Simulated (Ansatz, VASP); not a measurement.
This is a calculation of BeTe for VASP 6.6.1.

File INCAR:

```
SYSTEM = BeTe
ALGO     = Normal         ! electronic algorithm
EDIFF    = 1E-6           ! SCF threshold, eV
ENCUT    = 520            ! plane-wave cutoff, eV
ISIF     = 2              ! what is computed and relaxed
ISMEAR   = -1             ! smearing method
LASPH    = .TRUE.         ! aspherical terms in the spheres
LCHARG   = .FALSE.        ! write CHGCAR
LMIXTAU  = .TRUE.       
LREAL    = .FALSE.        ! projectors in reciprocal space
LWAVE    = .FALSE.        ! write WAVECAR
METAGGA  = R2SCAN         ! meta-GGA
NELM     = 60             ! most SCF steps
PREC     = Accurate       ! precision mode
SIGMA    = 0.05           ! smearing width, eV
```

KPOINTS

```
k-points
0
G
  8 8 8
  0 0 0
```

Contents of POSCAR:

```
BeTe
1.0
    0.0000000000      2.7700000000      2.7700000000
    2.7700000000      0.0000000000      2.7700000000
    2.7700000000      2.7700000000      0.0000000000
Te Be
1 1
Direct
    0.7500000000      0.7500000000      0.7500000000
    0.0000000000      0.0000000000      0.0000000000
```

KPOINTS_OPT

```
path GXWKGLUWLK,UX
15
line-mode
reciprocal
 0.0000000000  0.0000000000  0.0000000000  G
 0.5000000000  0.0000000000  0.5000000000  X

 0.5000000000  0.0000000000  0.5000000000  X
 0.5000000000  0.2500000000  0.7500000000  W

 0.5000000000  0.2500000000  0.7500000000  W
 0.3750000000  0.3750000000  0.7500000000  K

 0.3750000000  0.3750000000  0.7500000000  K
 0.0000000000  0.0000000000  0.0000000000  G

 0.0000000000  0.0000000000  0.0000000000  G
 0.5000000000  0.5000000000  0.5000000000  L

 0.5000000000  0.5000000000  0.5000000000  L
 0.6250000000  0.2500000000  0.6250000000  U

 0.6250000000  0.2500000000  0.6250000000  U
 0.5000000000  0.2500000000  0.7500000000  W

 0.5000000000  0.2500000000  0.7500000000  W
 0.5000000000  0.5000000000  0.5000000000  L

 0.5000000000  0.5000000000  0.5000000000  L
 0.3750000000  0.3750000000  0.7500000000  K

 0.6250000000  0.2500000000  0.6250000000  U
 0.5000000000  0.0000000000  0.5000000000  X
```

Potentials or basis: VASP PAW PBE potentials, release 64 (Te, Be).

Launch:

```sh
$ cat potpaw_PBE.64/Te/POTCAR potpaw_PBE.64/Be/POTCAR > POTCAR
$ mpirun -np 1 vasp_std > vasp.out
```

Question: Set up the same calculation for Ansatz 0.2.0. Potentials there: Ansatz PAW.

Answer: As run (the cutoff follows the program's own potentials):

File input.yaml:

```yaml
crystal:
  lattice:
    - [0.0, 2.77, 2.77]
    - [2.77, 0.0, 2.77]
    - [2.77, 2.77, 0.0]
  atoms:
    - { symbol: Te, position: [0.75, 0.75, 0.75] }
    - { symbol: Be, position: [0.0, 0.0, 0.0] }
hamiltonian:
  xc: r2scan
  pseudopotentials: { kind: paw }
kpoints:
  mp_grid: { grid: [8, 8, 8] }
  band_path:
    path:
      - [[0.0, 0.0, 0.0], [0.5, 0.0, 0.5], [0.5, 0.25, 0.75], [0.375, 0.375, 0.75], [0.0, 0.0, 0.0], [0.5, 0.5, 0.5], [0.625, 0.25, 0.625], [0.5, 0.25, 0.75], [0.5, 0.5, 0.5], [0.375, 0.375, 0.75]]
      - [[0.625, 0.25, 0.625], [0.5, 0.0, 0.5]]
    npoints: 14
scf:
  occupations: { method: fermi_dirac, width: 0.05 }
  n_extra_bands: 6
output:
  forces: true
  stress: true
  eigenvalues: true
  fatbands: true
```

Potentials or basis: Ansatz PAW.

Command:

```console
$ ansatz run input.yaml --threads 2 --pin off --max-ram 5632MiB --backend cpu --events-out ev --progress --plain --runs-dir out
```

Both were run:

|  | VASP | Ansatz | Ansatz less VASP |
| --- | --- | --- | --- |
| gap on the k mesh at the Fermi level (eV) | 2.21 | 2.22 | +0.010 |
| least direct gap on the mesh (eV) | 3.96 | 3.97 | +0.015 |
| gap along the band path (eV) | 2.21 | 2.22 | +0.010 |
| pressure (GPa) | 4.5 | 4.2 | -0.24 |

The two sets of potentials don't hold the same shells in valence.

Caveats: spin-orbit coupling is left out, which moves the levels of the heavy elements; the PAW data sets were made with another functional, which shifts forces and pressure a little (VASP); the PAW data sets come from PBE, with cores solved anew for the run's functional, which leaves a small shift of forces and pressure (Ansatz). r2SCAN opens gaps a little over a GGA but as a rule still falls short of measured ones.
